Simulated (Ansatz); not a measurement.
# Mn: the cost of one run

Method: DFT r2SCAN, PAW, plane waves, scalar-relativistic, in Ansatz 0.2.0.

The COD cell was measured well above room temperature, so it is larger than a cold one.

## (1) The starting structure

Symmetry: Im-3m, No. 229, cubic system. Conventional cell: a = 3.093 Å, b = 3.093 Å, c = 3.093 Å, α = 90.00°, β = 90.00°, γ = 90.00°. Mn (site symmetry m-3m) is surrounded by 8 Mn at 2.68 Å.

Structure file:

```
Mn
1.0
     3.09300    0.00000    0.00000
     0.00000    3.09300    0.00000
     0.00000    0.00000    3.09300
Mn
2
Direct
  0.00000 0.00000 0.00000
  0.50000 0.50000 0.50000
```

Labels such as Mn2 number the atoms in the order of the input file.

Planned first: parallel moments, plain SCF; opposed moments +-, plain SCF; no spin polarisation; spin on, no moments given (the program may seed its own), plain SCF. What is tried next depends on their ends.

“Plain SCF” means no search for lower states. Ends within 0.2 meV/atom and 0.1 μB count as one state.

The total moment includes the space between the atomic spheres.

## (2) Parallel moments, plain SCF

File input.yaml:

```yaml
crystal:
  lattice:
    - [3.093, 0.0, 0.0]
    - [0.0, 3.093, 0.0]
    - [0.0, 0.0, 3.093]
  atoms:
    - { symbol: Mn, position: [0.0, 0.0, 0.0], spin: 4.5 }
    - { symbol: Mn, position: [0.5, 0.5, 0.5], spin: 4.5 }
magnetization:
  spin_polarized: true
hamiltonian:
  xc: r2scan
  pseudopotentials: { kind: paw }
basis:
  ecutwfc: 500
kpoints:
  mp_grid: { grid: [10, 10, 10] }
scf:
  occupations: { method: gaussian, width: 0.1 }
  lower_state_search: "off"
output:
  forces: true
  stress: true
```

Q: Estimate wall time and peak memory on 2 threads of an x86-64 CPU, shared host.

About 4.5 s, with a peak of 0.47 GiB.
